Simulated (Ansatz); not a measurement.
NiAs-type MnO

Level of theory: DFT, PBE, scalar-relativistic, collinear spin; plane waves to 420 eV with PAW datasets (Ansatz 0.2.0), 12×12×8 k-mesh, Gaussian smearing of 0.05 eV; PAW files: Ansatz's generated set soft_2.

```yaml
crystal:
  lattice:
    - [3.07796, 0.00000, 0.00000]
    - [-1.53898, 2.66559, 0.00000]
    - [0.00000, 0.00000, 5.29956]
  atoms:
    - { symbol: Mn, position: [0.00000, 0.00000, 0.00000] }
    - { symbol: Mn, position: [0.00000, 0.00000, 0.50000] }
    - { symbol: O, position: [0.33333, 0.66667, 0.25000] }
    - { symbol: O, position: [0.66667, 0.33333, 0.75000] }
```

The start was a prototype's sites filled with these elements. The Crystallography Open Database lists the compound in space groups P63mc, Fm-3m (rock salt), so this is a trial structure.

Magnetic state: antiferromagnetic, site spin moments Mn 3.95, -3.95 μB.

The run above is the reference. The same cell was run again with other input settings; several of them aren't fit for production, so the rows show the settings' effect and aren't properties of the material.

| keys changed | outcome | ΔE (meV/atom) | P (GPa) | gap on the mesh (eV) | cell moment (μB) | largest force component (eV/Å) | SCF iterations | rough core-seconds | new warnings |
| --- | --- | --- | --- | --- | --- | --- | --- | --- | --- |
| none (reference) | converged | 0.0 | -0.1 | 0.88 | 0.00 | 0.000 | – | – | – |
| scf.n_extra_bands: 2; scf.occupations.width: 0.05 → null; scf.occupations.method: "gaussian" → "tetrahedron"; hamiltonian.xc: "pbe" → "revpbe" | converged | – | 4.1 | 1.00 | 0.00 | 0.000 | 22 | 120 | band table not solved further; tetrahedron derivatives may miss energy slope |
| hamiltonian.xc: "pbe" → "rpbe"; hamiltonian.hubbard: {"sites": [{"species": "Mn", "l": "d", "u_eff": 2.0}], "double_counting": "fll"} | converged | – | 11.2 | 1.62 | 0.00 | 0.000 | 12 | 30 | – |
| scf.algorithm: "density_mixing" | converged | 0.0 | -0.1 | 0.88 | 0.00 | 0.000 | 11 | 30 | – |
| scf.occupations.width: 0.05 → null; scf.occupations.method: "gaussian" → "tetrahedron"; scf.n_extra_bands: 4 | converged | 0.0 | -0.1 | 0.88 | 0.00 | 0.000 | 13 | 27 | band table not solved further; tetrahedron derivatives may miss energy slope |

ΔE is the energy with the smearing extrapolated to zero. It is left out where the change alters the Hamiltonian or the spin treatment. The varied runs start from atomic densities (corrected by the program's trained start where that serves), with the default search for lower states unless a row changes it, while the reference went on from a saved state, so a magnet may end in another state whatever the setting.

Question: What happens with these changes: hamiltonian.xc: "pbe" → "lda"?

Answer: outcome converged, P (GPa) -15.0, gap on the mesh (eV) 0.47, cell moment (μB) 0.00, largest force component (eV/Å) 0.000, SCF iterations 11, rough core-seconds 26.

2 further runs (cut off, refused for memory, with changed atoms or starts, or in doubt) are left out.

Of the reference: Semilocal functionals underestimate band gaps, commonly by a third or more. The run wasn't fully tested for a lower electronic state. Site moments are of spin, integrated over atomic spheres.
